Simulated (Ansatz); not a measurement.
# Converging the field response of a BaTiO3 (001), BaO faces film, part 3 of 3

Which settings does the induced dipole of a BaTiO3 (001), BaO faces film need, and which can be cut?

Ansatz 0.2.0; plane-wave DFT, PBE, Ansatz PAW (the session's first sound run).

So far, equivalent conductor thickness p/(ε₀AE) (Å): step 2 (single point, setting first choice, PBE) 9.46; step 16 (single point, box 26 Å (run 7), PBE) 9.45; step 17 (run, box 26 Å (run 5), PBE) 9.48; step 18 (run, box 26 Å (run 6), PBE) 9.46; step 19 (LDA) 9.42.

## Step 20: Run, box 26 Å (run 7)

This step: plane-wave DFT, r2SCAN, Ansatz PAW (Ansatz 0.2.0).

input.yaml

```yaml
crystal:
  lattice:
    - [4.0, 0.0, 0.0]
    - [0.0, 4.0, 0.0]
    - [0.0, 0.0, 26.0]
  atoms:
    - { symbol: Ba, position: [0.0, 0.0, 0.3461538462] }
    - { symbol: O, position: [0.5, 0.5, 0.3461538462] }
    - { symbol: Ti, position: [0.5, 0.5, 0.4230769231] }
    - { symbol: O, position: [0.0, 0.5, 0.4230769231] }
    - { symbol: O, position: [0.5, 0.0, 0.4230769231] }
    - { symbol: Ba, position: [0.0, 0.0, 0.5] }
    - { symbol: O, position: [0.5, 0.5, 0.5] }
    - { symbol: Ti, position: [0.5, 0.5, 0.5769230769] }
    - { symbol: O, position: [0.0, 0.5, 0.5769230769] }
    - { symbol: O, position: [0.5, 0.0, 0.5769230769] }
    - { symbol: Ba, position: [0.0, 0.0, 0.6538461538] }
    - { symbol: O, position: [0.5, 0.5, 0.6538461538] }
kpoints:
  mp_grid: { grid: [8, 8, 1] }
hamiltonian:
  xc: r2scan
scf:
  occupations: { method: fixed }
  convergence: { dr2_threshold: 1.0e-10 }
efield:
  axis: 3
  dipole_correction: true
  ramp_position: 0.97
  ramp_width: 0.06
  amplitude: 0.1
output:
  write_potential: true
  write_density: true
  volumetric_format: npy
```

Started as:

```sh
$ ansatz run input.yaml --threads 4 --pin off --max-ram 6144MiB --backend cpu --events-out ev --progress --plain --runs-dir out
```

Numbers of over 12 decimals in the logs are rounded to 6 here.

The log of the run:

```text
[...]
Crystal: 12 atoms, lattice volume = 416.000 Å³
Basis set: ecut = 500 eV, 10599 PW (Γ), exchange–correlation on 120×120×768 points (64 copies of the dense FFT grid, shifted against one another)
Bands: 60, of which v1, the nominal top of the filled ones, is band 48 counted from 1 (47 counted from 0)
Symmetry: 8 space group operations
k-points: 15 of 64
[...]
k-point 0: bands = [... 44 lower, 1.5837, 1.6634, 1.9218, 1.9218, 4.2599, 4.3513, 4.5588, 4.8380, ... 8 higher]
  k-point 1: bands = [... 44 lower, 1.4609, 1.6076, 1.8208, 1.8708, 4.5451, 4.6260, 4.6934, 4.8528, ... 8 higher]
  k-point 2: bands = [... 44 lower, 1.2585, 1.6013, 1.7018, 1.8922, 4.8773, 5.0934, 5.1518, 5.2269, ... 8 higher]
  k-point 14: bands = [... 44 lower, 1.8503, 1.9206, 2.0047, 2.0047, 6.1797, 6.1797, 6.4150, 6.5123, ... 8 higher]
[key lines of the parts left out:]
SCF converged after 14 iterations
Free energy (F): -26903.053769 eV
Fermi energy:    2.004690 eV
Dipole field:    D = 0.035439 V/Å  (p = 0.081473 e·Å, saw-weighted, corrected)
```

Wall time 18 s (4 threads of Intel Xeon Platinum 8488C (Sapphire Rapids), shared host); peak memory 1.9 GiB; 70 s of CPU time.

The dipole corresponds to a conductor 9.214 Å thick, -2.61 % from the first choice, at 1.5 times its CPU time.

## Step 21: Run, box 26 Å (run 8)

This step: plane-wave DFT, PBE, norm-conserving (Ansatz 0.2.0).

Edit input.yaml of step 20 so:

```diff
@@ -21,3 +21,4 @@
 hamiltonian:
-  xc: r2scan
+  xc: pbe
+  pseudopotentials: { kind: nc }
 scf:
```

The log of the run:

```text
[...]
Crystal: 12 atoms, lattice volume = 416.000 Å³
Basis set: ecut = 1240 eV, 41361 PW (Γ)
Bands: 60, of which v1, the nominal top of the filled ones, is band 48 counted from 1 (47 counted from 0)
Symmetry: 8 space group operations
k-points: 15 of 64
[...]
k-point 0: bands = [... 44 lower, 1.7962, 1.8643, 2.1392, 2.1392, 4.1248, 4.2144, 4.3253, 4.7173, ... 8 higher]
  k-point 1: bands = [... 44 lower, 1.6701, 1.8175, 2.0383, 2.0814, 4.4227, 4.4566, 4.4995, 4.7325, ... 8 higher]
  k-point 2: bands = [... 44 lower, 1.4801, 1.8231, 1.9194, 2.1068, 4.7566, 4.8462, 5.0421, 5.1123, ... 8 higher]
  k-point 14: bands = [... 44 lower, 2.0741, 2.1387, 2.2068, 2.2068, 6.0683, 6.0683, 6.2861, 6.3865, ... 8 higher]
[key lines of the parts left out:]
SCF converged after 18 iterations
Free energy (F): -8789.341681 eV
Fermi energy:    2.206775 eV
Dipole field:    D = 0.036355 V/Å  (p = 0.083578 e·Å, saw-weighted, corrected)
```

The job ended after 66 s (4 threads; peak memory 3.8 GiB; 4.4 min of CPU time).

The dipole corresponds to a conductor 9.452 Å thick, -0.09 % from the first choice, at 5.7 times its CPU time.

## Step 22: Single point, box 26 Å (run 9)

This step: plane-wave DFT, PBE, JTH PAW (Ansatz 0.2.0).

Edit input.yaml of step 21 so:

```diff
@@ -22,3 +22,3 @@
   xc: pbe
-  pseudopotentials: { kind: nc }
+  pseudopotentials: { kind: paw, source: jth }
 scf:
```

The log of the run:

```text
[...]
k-point 0: bands = [... 44 lower, 1.8755, 1.9315, 2.2195, 2.2195, 4.1873, 4.2879, 4.3559, 4.7806, ... 8 higher]
  k-point 1: bands = [... 44 lower, 1.7498, 1.8981, 2.1176, 2.1562, 4.4875, 4.4890, 4.5717, 4.7983, ... 8 higher]
  k-point 2: bands = [... 44 lower, 1.5719, 1.8985, 1.9945, 2.1780, 4.8278, 4.8778, 5.1117, 5.1831, ... 8 higher]
  k-point 14: bands = [... 44 lower, 2.1507, 2.2234, 2.2922, 2.2922, 6.1311, 6.1311, 6.3403, 6.4500, ... 8 higher]
[key lines of the parts left out:]
SCF converged after 18 iterations
Free energy (F): -26792.146551 eV
Fermi energy:    2.292203 eV
Dipole field:    D = 0.036507 V/Å  (p = 0.083928 e·Å, saw-weighted, corrected)
```

It took 68 s on 4 threads; peak memory 4.7 GiB; 4.5 min of CPU time.

The dipole corresponds to a conductor 9.492 Å thick, +0.33 % from the first choice, at 5.9 times its CPU time.

## Step 23: The series together

Times are for 4 threads of Intel Xeon Platinum 8488C (Sapphire Rapids), shared host. Results by setting:

| no. | setting | equivalent conductor thickness p/(ε₀AE) (Å) | time | memory (GiB) |
| --- | --- | --- | --- | --- |
| 1 | first choice | 9.461 | 12 s | 1.2 |
| 2 | cutoff 250 eV | 9.462 | 5.4 s | 0.78 |
| 3 | cutoff 330 eV | 9.468 | 7.8 s | 0.94 |
| 4 | cutoff 600 eV | 9.460 | 19 s | 1.7 |
| 5 | mesh 1x1 | 11.91 | 1.4 s | 0.56 |
| 6 | mesh 2x2 | 9.699 | 1.9 s | 0.83 |
| 7 | mesh 4x4 | 9.465 | 4.5 s | 0.92 |
| 8 | mesh 16x16 | 9.461 | 37 s | 1.7 |
| 9 | vacuum 10 Å | 9.419 | 8 s | 0.94 |
| 10 | vacuum 14 Å | 9.458 | 9.7 s | 1.1 |
| 11 | vacuum 26 Å | 9.462 | 16 s | 1.4 |
| 12 | field 0.005 V/Å | 9.456 | 12 s | 1.2 |
| 13 | field 0.03 V/Å | 9.458 | 12 s | 1.2 |
| 14 | field 0.3 V/Å | 9.490 | 12 s | 1.2 |
| 15 | SCF threshold 1e-04 eV | 9.447 | 11 s | 1.2 |
| 16 | SCF threshold 1e-06 eV | 9.479 | 11 s | 1.2 |
| 17 | SCF threshold 1e-08 eV | 9.458 | 11 s | 1.2 |
| 18 | LDA, Ansatz PAW (420 eV) | 9.421 | 12 s | 1.2 |
| 19 | r2SCAN, Ansatz PAW (500 eV) | 9.214 | 18 s | 1.9 |
| 20 | PBE, norm-conserving (1240 eV) | 9.452 | 66 s | 3.8 |
| 21 | PBE, JTH PAW (1380 eV) | 9.492 | 68 s | 4.7 |

## Step 24: What came out

```json
{
 "equivalent conductor thickness, first choice": "9.461 Å",
 "equivalent conductor thickness, cutoff 600 eV": "9.460 Å",
 "equivalent conductor thickness, mesh 1x1": "11.91 Å",
 "equivalent conductor thickness, mesh 2x2": "9.699 Å",
 "equivalent conductor thickness, vacuum 26 Å": "9.462 Å",
 "equivalent conductor thickness, LDA, Ansatz PAW (420 eV)": "9.421 Å",
 "equivalent conductor thickness, r2SCAN, Ansatz PAW (500 eV)": "9.214 Å"
}
```

The first choice gives 9.46 Å. Numerical settings off by more than 1 % against it: mesh 1x1 (+25.9 %) and mesh 2x2 (+2.5 %). The cheapest single change that stays within 0.5 % is mesh 4x4, at 36 % of the CPU time. Functionals and files move it by -0.4 % (LDA, Ansatz PAW (420 eV)), -2.6 % (r2SCAN, Ansatz PAW (500 eV)), -0.1 % (PBE, norm-conserving (1240 eV)) and +0.3 % (PBE, JTH PAW (1380 eV)). The film is symmetric and its atoms are held, so the dipole is the electronic response to the field alone. Times of a few seconds on a shared host rank the settings only roughly. In 1 run of the series (vacuum 10 Å) the program warns that electrons reach the sawtooth's ramp, which makes dipole and work function less sure.

[Logs are printed without paths, hosts, clocks, repeated set-up lines and the standing remarks that a program may print on its own settings, such as how far it seeks lower states.]

[Hosts, paths, dates, database ids (printed as entryN), source tags and the programs' standing remarks are cut or masked in the printed files.]

[Maps of the electrostatic potential energy from Ansatz leave out the sawtooth potential of an applied field or a dipole correction, so their vacuum need not be flat; planar profiles and work functions include it.]
